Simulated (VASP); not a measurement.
Input of a VASP 6.6.1 run:

The input INCAR:

```
PREC = Accurate
ENCUT = 520
EDIFF = 1E-7
ISMEAR = -1
SIGMA = 0.05
LREAL = False
LASPH = True
NELM = 60
ALGO = Normal
ISIF = 2
LWAVE = False
LCHARG = False
METAGGA = R2SCAN
LMIXTAU = True
LEFG = True
```

The input KPOINTS:

```
regular mesh
0
Gamma
  12 12 7
```

File POSCAR:

```
Mg
1.0
    3.2093000000      0.0000000000      0.0000000000
   -1.6046500000      2.7793353284      0.0000000000
    0.0000000000      0.0000000000      5.2103000000
Mg
2
Direct
    0.3333333333      0.6666666667      0.2500000000
    0.6666666667      0.3333333333      0.7500000000
```

Potentials or basis: VASP PAW PBE potentials, release 64 (Mg).

The run is started by

```sh
$ cat potpaw_PBE.64/Mg/POTCAR > POTCAR
$ mpirun -np 1 vasp_std > vasp.out
```

Task: Estimate the pressure.

Result: -1.4 GPa.

Task: Estimate the band gap on the k mesh.

Result: None (metal or under the smearing width).

Electric field gradients, principal values (V/Å²):
```csv
atom,Vxx,Vyy,Vzz
1 Mg,-0.452,-0.452,0.903
2 Mg,-0.452,-0.452,0.903
```

Caveat: the PAW data sets were made with another functional, which shifts forces and pressure a little.
